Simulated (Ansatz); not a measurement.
**Property card for I**

All numbers below come from DFT PBEsol, scalar-relativistic, plane waves, PAW (Ansatz 0.2.0).

Plane waves to 420 eV, a k mesh through Γ of 8×8×4 on the computed 4-atom cell and Gaussian smearing (0.02 eV); no spin polarisation.

The structure is relaxed at this level of theory with its symmetry kept.

```cif
data_structure
_symmetry_space_group_name_H-M 'Cmce'
_symmetry_Int_Tables_number 64
_cell_length_a 7.5150
_cell_length_b 4.3848
_cell_length_c 9.6390
_cell_angle_alpha 90.000
_cell_angle_beta 90.000
_cell_angle_gamma 90.000
_cell_volume 317.62
loop_
_atom_site_label
_atom_site_type_symbol
_atom_site_symmetry_multiplicity
_atom_site_Wyckoff_symbol
_atom_site_fract_x
_atom_site_fract_y
_atom_site_fract_z
_atom_site_occupancy
I1 I 8 f 0.50000 0.67314 0.87724 1
```

```
Space group                                                                                                                                 : Cmce (No. 64)
Volume per atom                                                                                                                             : 39.70 Å³
Formation energy from the elements' standard states (uncorrected)                                                                           : -0.001 eV/atom
Kohn–Sham band gap                                                                                                                          : 0.78 eV, indirect from Γ to (0.435, -0.438, 0.000)
Löwdin character of the top 1 eV of the valence band                                                                                        : I 5p 98 %
Löwdin character of the lowest 1 eV of the conduction band                                                                                  : I 5p 96 %
Electron masses at the edge by Cartesian direction of the standard setting (m_e; degenerate bands sorted by energy; no spin-orbit coupling) : x: 6.9; y: 0.27; z: 0.39
Hole masses at the edge by Cartesian direction of the standard setting (m_e; degenerate bands sorted by energy; no spin-orbit coupling)     : x: 1.6; y: 0.72; z: 1.9
Bader charges (e)                                                                                                                           : I (4 in the cell) 0.00
```

Spin-orbit coupling is left out, which matters for the bands of heavy elements. Each cell of I holds layers, and where no dispersion correction was added their binding is poorly described.

Cost: 8 runs of about 17 core-minutes in all, on Arm Neoverse V1 (shared hosts).